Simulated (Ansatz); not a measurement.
## Bands of BaTiO₃

```
Ba Ti O
1.0
     3.99980    0.00000    0.00000
     0.00000    3.99980    0.00000
     0.00000    0.00000    4.01800
Ba Ti O
1 1 3
Direct
  0.00000 0.00000 0.00000
  0.50000 0.50000 0.48200
  0.50000 0.50000 0.01600
  0.50000 0.00000 0.51500
  0.00000 0.50000 0.51500
```

Atoms are numbered in the order listed.

The geometry is COD entry 2100858, unchecked; take it as a test cell.

No spin–orbit coupling, which matters for the heavy atoms here.

All numbers below come from DFT, PBEsol, all-electron LAPW, scalar-relativistic (Ansatz 0.2.0).

Settings: a Γ-centred 7×7×7 k mesh, Fermi–Dirac smearing of 0.08 eV, basis error target 1 meV/atom, no spin polarisation.

Points in fractions of the reciprocal vectors of this cell: Γ (0, 0, 0), X (0, 0.5, 0), M (0.5, 0.5, 0), Z (0, 0, 0.5), R (0, 0.5, 0.5), A (0.5, 0.5, 0.5). The path joins them by straight lines in the order Γ–X–M–Γ–Z–R–A–Z–X; legs that retrace an earlier one aren't tabulated. Energies are in eV from the top of the valence band.

**Question.** Metal or insulator at this level of theory?

**Answer.** An insulator or semiconductor: gap 1.79 eV, indirect from A (0.5, 0.5, 0.5) to Γ.

**Question.** Tabulate bands 33 to 39, counted from the lowest band of the run, along the path.

**Answer.** 
```
k (1/Å)  point  band 33  band 34  band 35  band 36  band 37  band 38  band 39
   0.00      Γ    -1.19    -0.32    -0.30    -0.30     1.79     2.08     2.08
   0.11           -1.22    -0.48    -0.35    -0.27     1.90     2.09     2.13
   0.22           -1.32    -0.74    -0.48    -0.36     2.10     2.20     2.30
   0.34           -1.47    -1.07    -0.63    -0.51     2.12     2.56     2.60
   0.45           -1.62    -1.38    -0.78    -0.65     2.15     2.93     2.95
   0.56           -1.77    -1.59    -0.90    -0.76     2.18     3.24     3.27
   0.67           -1.83    -1.69    -0.98    -0.83     2.20     3.45     3.49
   0.79      X    -1.84    -1.72    -1.00    -0.86     2.20     3.53     3.58
   0.90           -1.75    -1.41    -1.18    -0.81     2.24     3.53     3.58
   1.01           -1.74    -1.41    -0.99    -0.86     2.39     3.55     3.59
   1.12           -1.60    -1.53    -1.00    -0.63     2.66     3.58     3.63
   1.23           -1.58    -1.39    -1.11    -0.36     2.99     3.59     3.72
   1.35           -1.66    -1.19    -1.10    -0.18     3.29     3.59     3.84
   1.46           -1.74    -1.05    -1.03    -0.08     3.52     3.60     3.94
   1.57      M    -1.77    -1.00    -1.00    -0.05     3.60     3.60     3.98
   1.73           -1.71    -1.13    -1.02    -0.11     3.49     3.54     3.90
   1.89           -1.66    -1.26    -1.07    -0.26     3.22     3.35     3.67
   2.05           -1.81    -1.12    -1.05    -0.42     2.87     3.07     3.31
   2.21           -1.71    -1.17    -0.73    -0.50     2.52     2.72     2.89
   2.36           -1.22    -1.21    -0.46    -0.45     2.25     2.38     2.44
   2.52           -1.21    -0.64    -0.34    -0.30     1.99     2.12     2.15
   2.68      Γ    -1.19    -0.32    -0.30    -0.30     1.79     2.08     2.08
   2.79           -1.23    -0.44    -0.32    -0.32     1.80     2.17     2.17
   2.91           -1.36    -0.74    -0.38    -0.38     1.81     2.41     2.41
   3.02           -1.52    -1.10    -0.46    -0.46     1.84     2.73     2.73
   3.13           -1.69    -1.44    -0.54    -0.54     1.87     3.07     3.07
   3.24           -1.83    -1.71    -0.61    -0.61     1.90     3.36     3.36
   3.35           -1.93    -1.88    -0.66    -0.66     1.92     3.56     3.56
   3.46      Z    -1.96    -1.94    -0.68    -0.68     1.92     3.63     3.63
   3.58           -1.90    -1.52    -0.77    -0.75     2.03     3.61     3.63
   3.69           -1.75    -1.10    -0.96    -0.93     2.29     3.60     3.63
   3.80           -1.53    -1.16    -1.08    -0.74     2.63     3.64     3.64
   3.91           -1.38    -1.30    -1.06    -0.47     2.99     3.64     3.73
   4.02           -1.56    -1.09    -0.97    -0.29     3.29     3.65     3.84
   4.14           -1.68    -0.94    -0.89    -0.19     3.49     3.65     3.94
   4.25      R    -1.72    -0.89    -0.86    -0.16     3.57     3.65     3.98
   4.36           -1.86    -0.86    -0.84    -0.16     3.59     3.66     3.99
   4.47           -2.19    -0.78    -0.75    -0.15     3.67     3.71     4.02
   4.59           -2.48    -0.66    -0.61    -0.14     3.79     3.81     4.07
   4.70           -2.43    -0.49    -0.42    -0.13     3.93     3.94     4.12
   4.81           -2.39    -0.31    -0.22    -0.12     4.06     4.07     4.17
   4.92           -2.37    -0.17    -0.12    -0.06     4.17     4.18     4.20
   5.03      A    -2.37    -0.12    -0.12     0.00     4.21     4.22     4.22
   5.19           -2.37    -0.19    -0.15    -0.11     4.13     4.16     4.17
   5.35           -2.37    -0.41    -0.36    -0.26     3.89     4.02     4.04
   5.51           -2.28    -0.75    -0.56    -0.47     3.53     3.84     3.88
   5.67           -1.96    -0.97    -0.78    -0.78     3.07     3.69     3.74
   5.83           -1.42    -1.19    -1.06    -0.95     2.56     3.61     3.65
   5.99           -1.61    -1.46    -0.90    -0.78     2.12     3.60     3.63
   6.15      Z    -1.96    -1.94    -0.68    -0.68     1.92     3.63     3.63
   6.30           -1.86    -1.50    -0.75    -0.73     2.02     3.54     3.56
   6.46           -1.63    -1.17    -0.86    -0.78     2.27     3.34     3.37
   6.62           -1.51    -1.09    -0.98    -0.59     2.59     3.10     3.16
   6.78           -1.52    -1.11    -1.05    -0.58     2.75     2.97     3.15
   6.94           -1.62    -1.21    -1.06    -0.82     2.48     3.25     3.31
   7.10           -1.84    -1.44    -1.03    -0.91     2.28     3.45     3.50
   7.25      X    -1.84    -1.72    -1.00    -0.86     2.20     3.53     3.58
```
